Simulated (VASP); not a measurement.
# CdTe: cell size and functional, part 2 of 3

How much does the relaxed cell of CdTe depend on the functional? The starting structure is a measured crystal structure from the Crystallography Open Database.

VASP 6.6.1.

Results so far: PBEsol 34.23 Å³ an atom; LDA 33.06 Å³ an atom; PBE 36.28 Å³ an atom.

### Step 5. Relaxation with PBEsol + D3(BJ)

Level of this step: PBEsol with D3(BJ); plane waves and PAW (Te, Cd) (VASP).

D3 with Becke-Johnson damping keeps a finite attraction at short range.

INCAR reads:

```
SYSTEM = CdTe
PREC = Accurate
ENCUT = 450
EDIFF = 1E-06
NELM = 100
ISMEAR = 0
SIGMA = 0.03
LREAL = .FALSE.
ALGO = Normal
GGA = PS
IVDW = 12
NBANDS = 15
LORBIT = 11
LWAVE = .FALSE.
LCHARG = .FALSE.
KPAR = 2
IBRION = 2
NSW = 50
ISIF = 3
EDIFFG = -0.01
```

POSCAR reads:

```
CdTe
1.0
    0.0000000000      3.2400000000      3.2400000000
    3.2400000000      0.0000000000      3.2400000000
    3.2400000000      3.2400000000      0.0000000000
Te Cd
1 1
Direct
    0.7500000000      0.7500000000      0.7500000000
    0.0000000000      0.0000000000      0.0000000000
```

KPOINTS reads:

```
Automatic mesh
0
Gamma
6 6 6
0 0 0
```

The projector-augmented-wave data sets are Te and Cd (PBE family, release 64).

Run with:

```bash
mpirun -np 2 vasp_std
```

Log:

```text
[banner, memory and clock lines left out]
running    2 mpi-ranks, on    1 nodes
[...]
[... a notice as in an earlier step ...]

 LDA part: xc-table for (Slater+PW92), standard interpolation
 POSCAR, INCAR and KPOINTS ok, starting setup
[...]
entering main loop
       N       E                     dE             d eps       ncg     rms          rms(c)
[... 13 cycles as in an earlier step ...]
   1 F= -.61532512E+01 E0= -.61532512E+01  d E =-.615325E+01
[...]
N       E                     dE             d eps       ncg     rms          rms(c)
DAV:   1    -0.574929984291E+01   -0.26713E+00   -0.53471E+00   550   0.271E+01    0.363E+00
DAV:   2    -0.548874293831E+01    0.26056E+00   -0.68298E-01   529   0.123E+01    0.114E+00
DAV:   3    -0.546505332034E+01    0.23690E-01   -0.52216E-02   529   0.215E+00    0.904E-01
DAV:   4    -0.546166152416E+01    0.33918E-02   -0.64318E-03   508   0.598E-01    0.169E-01
DAV:   5    -0.546155426084E+01    0.10726E-03   -0.54694E-04   572   0.285E-01    0.141E-01
[...]
DAV:   8    -0.546157104336E+01   -0.12959E-05   -0.22370E-06   499   0.108E-02    0.213E-03
DAV:   9    -0.546157111546E+01   -0.72103E-07   -0.11931E-07   268   0.484E-03
   2 F= -.61605721E+01 E0= -.61605721E+01  d E =-.732088E-02
 trial-energy change:   -0.007321  1 .order   -0.006951   -0.022525    0.008624
 step:   0.7370(harm=  0.7231)  dis= 0.00000  next Energy=    -6.161699 (dE=-0.845E-02)
[...]
N       E                     dE             d eps       ncg     rms          rms(c)
DAV:   1    -0.548966541865E+01   -0.28094E-01   -0.37405E-01   550   0.736E+00    0.105E+00
DAV:   2    -0.547230904108E+01    0.17356E-01   -0.42458E-02   522   0.305E+00    0.354E-01
DAV:   3    -0.547049908825E+01    0.18100E-02   -0.38184E-03   550   0.639E-01    0.295E-01
DAV:   4    -0.547019876916E+01    0.30032E-03   -0.48814E-04   494   0.162E-01    0.449E-02
DAV:   5    -0.547018479504E+01    0.13974E-04   -0.51486E-05   536   0.901E-02    0.350E-02
DAV:   6    -0.547018457253E+01    0.22251E-06   -0.11509E-05   523   0.343E-02    0.860E-03
DAV:   7    -0.547018442047E+01    0.15206E-06   -0.18380E-06   406   0.180E-02
   3 F= -.61617132E+01 E0= -.61617132E+01  d E =-.846203E-02
[...]
reached required accuracy - stopping structural energy minimisation
```

The job ended after 13 s (2 MPI ranks of AMD EPYC 7R43, shared host; peak memory 0.33 GiB; 25 s of CPU time).

From OUTCAR (step 5):

```text
 Edisp (eV)   -0.69900

 Edisp (eV)   -0.69153

  Total       0.00173     0.00173     0.00173     0.00000     0.00000     0.00000
  in kB       0.04206     0.04206     0.04206     0.00000     0.00000     0.00000
  external pressure =        0.04 kB  Pullay stress =        0.00 kB

 POSITION                                       TOTAL-FORCE (eV/Angst)
 -----------------------------------------------------------------------------------
      4.81180      4.81180      4.81180         0.000000     -0.000000     -0.000000
      0.00000      0.00000      0.00000        -0.000000      0.000000      0.000000
 -----------------------------------------------------------------------------------
    total drift:                                0.000001      0.000001      0.000000

  FREE ENERGIE OF THE ION-ELECTRON SYSTEM (eV)
  ---------------------------------------------------
  free  energy   TOTEN  =        -6.1617132010 eV

  energy  without entropy=       -6.1617132010  energy(sigma->0) =       -6.16171320

[... 2 parts as in an earlier step ...]

[... 2 further parts left out ...]
[key lines of the parts left out:]
E-fermi :   2.6436
```

With PBEsol + D3(BJ) the relaxed cell holds 33.010 Å³ an atom, -2.95 % against the measured cell, with a = 6.416 Å. That is -3.57 % from PBEsol. Pressures at 0.985 and 1.015 times this volume, from two more relaxations that aren't shown, give a bulk modulus of 46.3 GPa.

### Step 6. Relaxation with r2SCAN

r2SCAN adds the kinetic-energy density, costs more than a GGA and is run with LASPH. This run starts from the cell of an earlier relaxation, which isn't shown; the restart sets up the plane waves anew.

INCAR: that of step 5 with these lines changed.

```diff
@@ -9,4 +9,4 @@
 ALGO = Normal
-GGA = PS
-IVDW = 12
+METAGGA = R2SCAN
+LASPH = .TRUE.
 NBANDS = 15
```

POSCAR reads:

```
CdTe
1.0
    0.0000000000      3.2783149160      3.2783149160
    3.2783149160      0.0000000000      3.2783149160
    3.2783149160      3.2783149160      0.0000000000
Te Cd
1 1
Direct
    0.7500000000      0.7500000000      0.7500000000
    0.0000000000      0.0000000000      0.0000000000
```

KPOINTS is that of step 5.

Run with:

```bash
mpirun -np 2 vasp_std
```

Log:

```text
[banner, memory and clock lines left out]
running    2 mpi-ranks, on    1 nodes
[...]
[... a notice as in an earlier step ...]

 LDA part: xc-table for (None), standard interpolation
 POSCAR, INCAR and KPOINTS ok, starting setup
[...]
entering main loop
       N       E                     dE             d eps       ncg     rms          rms(c)
DAV:   1     0.511585623464E+02    0.51159E+02   -0.79587E+03   480   0.958E+02
DAV:   2    -0.473361001079E+02   -0.98495E+02   -0.94126E+02   550   0.237E+02
DAV:   3    -0.511894990791E+02   -0.38534E+01   -0.38468E+01   571   0.502E+01
DAV:   4    -0.512204158328E+02   -0.30917E-01   -0.30914E-01   688   0.401E+00
[...]
DAV:  12    -0.466404133673E+02   -0.11948E-04   -0.53155E-05   578   0.919E-02    0.200E-02
DAV:  13    -0.466404107755E+02    0.25918E-05   -0.11566E-05   550   0.409E-02    0.762E-03
DAV:  14    -0.466404109216E+02   -0.14610E-06   -0.30613E-07   317   0.463E-03
   1 F= -.46640411E+02 E0= -.46640411E+02  d E =-.466404E+02
[...]
reached required accuracy - stopping structural energy minimisation
```

The job ended after 28 s (2 MPI ranks; peak memory 0.31 GiB; 54 s of CPU time).

OUTCAR, selected parts (step 6):

```text
  Total        0.0063883      0.0063883      0.0063883      0.0000000      0.0000000      0.0000000
  in kB        0.1452490      0.1452490      0.1452490      0.0000000      0.0000000      0.0000000
  external PRESSURE =       0.1452490 kB  Pullay stress =       0.0000000 kB

 POSITION                                       TOTAL-FORCE (eV/Angst)
 -----------------------------------------------------------------------------------
      4.91747      4.91747      4.91747         0.000000      0.000000      0.000000
      0.00000      0.00000      0.00000        -0.000000     -0.000000     -0.000000
 -----------------------------------------------------------------------------------
    total drift:                                0.000003      0.000003      0.000003

  FREE ENERGIE OF THE ION-ELECTRON SYSTEM (eV)
  ---------------------------------------------------
  free  energy   TOTEN  =       -46.6404109216 eV

  energy  without entropy=      -46.6404109216  energy(sigma->0) =      -46.64041092

[... 2 parts as in an earlier step ...]

[... 2 further parts left out ...]
[key lines of the parts left out:]
E-fermi :   1.9685
```

With r2SCAN the relaxed cell holds 35.233 Å³ an atom, +3.59 % against the measured cell, with a = 6.557 Å. That is +2.92 % from PBEsol. Pressures at 0.985 and 1.015 times this volume, from two more relaxations that aren't shown, give a bulk modulus of 40.7 GPa.

### Step 7. Relaxation with r2SCAN + rVV10

rVV10 adds a nonlocal correlation energy for dispersion.

INCAR: that of step 6 with these lines changed.

```diff
@@ -10,2 +10,6 @@
 METAGGA = R2SCAN
+LUSE_VDW = .TRUE.
+IVDW_NL = 2
+BPARAM = 11.95
+CPARAM = 0.0093
 LASPH = .TRUE.
```

POSCAR reads:

```
CdTe
1.0
    0.0000000000      3.2400000000      3.2400000000
    3.2400000000      0.0000000000      3.2400000000
    3.2400000000      3.2400000000      0.0000000000
Te Cd
1 1
Direct
    0.7500000000      0.7500000000      0.7500000000
    0.0000000000      0.0000000000      0.0000000000
```

KPOINTS is that of step 6.

Run with:

```bash
mpirun -np 2 vasp_std
```

Log:

```text
[banner, memory and clock lines left out]
running    2 mpi-ranks, on    1 nodes
[...]
|                                                                             |
|               ----> ADVICE to this user running VASP <----                  |
|                                                                             |
|     You have switched on vdW-DFT.                                           |
|     This routine was written and supplied by Jiri Klimes. We recommend      |
|     that you carefully read and cite the following publications:            |
|       J. Klimes, D.R. Bowler, A. Michelides                                 |
|          J. Phys.: Cond Matt. 22 022201 (2010)                              |
|       J. Klimes, D.R. Bowler, A. Michelides                                 |
|          Phys. Rev. B. 83, 195131 (2011)                                    |
|     and references therein.                                                 |
|                                                                             |

[...]
DAV:   3    -0.459993129482E+02    0.67325E-03   -0.17232E-03   501   0.467E-01    0.209E-01
Total rVV10 correction in eV:      0.6362224    24.0396417
Total rVV10 correction in eV:      0.6362224    24.0396417
DAV:   4    -0.459991868266E+02    0.12612E-03   -0.28781E-04   522   0.115E-01    0.321E-02
Total rVV10 correction in eV:      0.6362086    24.0396417
Total rVV10 correction in eV:      0.6362086    24.0396417
DAV:   5    -0.459991852056E+02    0.16210E-05   -0.17865E-05   550   0.452E-02    0.287E-02
Total rVV10 correction in eV:      0.6361754    24.0396417
Total rVV10 correction in eV:      0.6361754    24.0396417
DAV:   6    -0.459991889381E+02   -0.37325E-05   -0.92392E-06   529   0.244E-02    0.549E-03
Total rVV10 correction in eV:      0.6361586    24.0396417
Total rVV10 correction in eV:      0.6361586    24.0396417
DAV:   7    -0.459991886452E+02    0.29290E-06   -0.10502E-06   340   0.118E-02
Total rVV10 correction in eV:      0.6361344    24.0396417
Total rVV10 correction in eV:      0.6361344    24.0396417
Total rVV10 correction in eV:      0.6361429    24.0396417
Total rVV10 correction in eV:      0.6361429    24.0396417
   3 F= -.45999189E+02 E0= -.45999189E+02  d E =-.402222E-02
[...]
reached required accuracy - stopping structural energy minimisation
```

It took 2.4 min on 2 MPI ranks; peak memory 0.58 GiB; 4.8 min of CPU time.

Parts of OUTCAR (step 7):

```text
  Total       -0.0018302     -0.0018302     -0.0018302      0.0000000      0.0000000      0.0000000
  in kB       -0.0422330     -0.0422330     -0.0422330      0.0000000      0.0000000      0.0000000
  external PRESSURE =      -0.0422330 kB  Pullay stress =       0.0000000 kB

 POSITION                                       TOTAL-FORCE (eV/Angst)
 -----------------------------------------------------------------------------------
      4.89331      4.89331      4.89331         0.000000     -0.000000      0.000000
      0.00000      0.00000      0.00000        -0.000000      0.000000     -0.000000
 -----------------------------------------------------------------------------------
    total drift:                                0.000002      0.000002      0.000002

  FREE ENERGIE OF THE ION-ELECTRON SYSTEM (eV)
  ---------------------------------------------------
  free  energy   TOTEN  =       -45.9991886452 eV

  energy  without entropy=      -45.9991886452  energy(sigma->0) =      -45.99918865

[... 2 parts as in an earlier step ...]

[... 2 further parts left out ...]
[key lines of the parts left out:]
E-fermi :   2.0633
```

With r2SCAN + rVV10 the relaxed cell holds 34.716 Å³ an atom, +2.07 % against the measured cell, with a = 6.524 Å. That is +1.41 % from PBEsol. Pressures at 0.985 and 1.015 times this volume, from two more relaxations that aren't shown, give a bulk modulus of 42.9 GPa.

### Step 8. Relaxation with rev-vdW-DF2

rev-vdW-DF2 revises the exchange of vdW-DF2 for solids. This run starts from the cell of an earlier relaxation, which isn't shown; the restart sets up the plane waves anew.

INCAR: that of step 7 with these lines changed.

```diff
@@ -9,7 +9,8 @@
 ALGO = Normal
-METAGGA = R2SCAN
+GGA = MK
+AGGAC = 0
 LUSE_VDW = .TRUE.
-IVDW_NL = 2
-BPARAM = 11.95
-CPARAM = 0.0093
+PARAM1 = 0.1234
+PARAM2 = 0.711357
+ZAB_VDW = -1.8867
 LASPH = .TRUE.
```

POSCAR reads:

```
CdTe
1.0
    0.0000000000      3.2799990321      3.2799990321
    3.2799990321      0.0000000000      3.2799990321
    3.2799990321      3.2799990321      0.0000000000
Te Cd
1 1
Direct
    0.7500000000      0.7500000000      0.7500000000
    0.0000000000      0.0000000000      0.0000000000
```

KPOINTS is that of step 7.

Run with:

```bash
mpirun -np 2 vasp_std
```

Log:

```text
[banner, memory and clock lines left out]
running    2 mpi-ranks, on    1 nodes
[...]
[... a notice as in an earlier step ...]

 [... a notice as in an earlier step ...]

 LDA part: xc-table for (Slater+PW92), standard interpolation
 POSCAR, INCAR and KPOINTS ok, starting setup
[...]
entering main loop
       N       E                     dE             d eps       ncg     rms          rms(c)
DAV:   1     0.998416568763E+02    0.99842E+02   -0.76306E+03   488   0.922E+02
DAV:   2     0.315206128289E+01   -0.96690E+02   -0.91719E+02   592   0.236E+02
DAV:   3    -0.376738795094E+00   -0.35288E+01   -0.35245E+01   557   0.473E+01
DAV:   4    -0.411025173740E+00   -0.34286E-01   -0.34285E-01   747   0.410E+00
[...]
DAV:  11    -0.167922362592E+00   -0.12888E-04   -0.31136E-05   529   0.379E-02    0.269E-02
DAV:  12    -0.167921184334E+00    0.11783E-05   -0.25393E-06   557   0.117E-02    0.143E-02
DAV:  13    -0.167921004590E+00    0.17974E-06   -0.18879E-07   310   0.271E-03
   1 F= -.16792100E+00 E0= -.16792100E+00  d E =-.167921E+00
[...]
reached required accuracy - stopping structural energy minimisation
```

The job ended after 61 s (2 MPI ranks; peak memory 0.71 GiB; 2 min of CPU time).

[end of part 2 of 3]

[Lines on the potential files, build, host, timing and source positions are cut from VASP's logs without a mark.]

[Logs are printed without paths, hosts, clocks, repeated set-up lines and the standing remarks that a program may print on its own settings, such as how far it seeks lower states.]

[Hosts, paths, dates, database ids (printed as entryN), source tags and the programs' standing remarks are cut or masked in the printed files.]
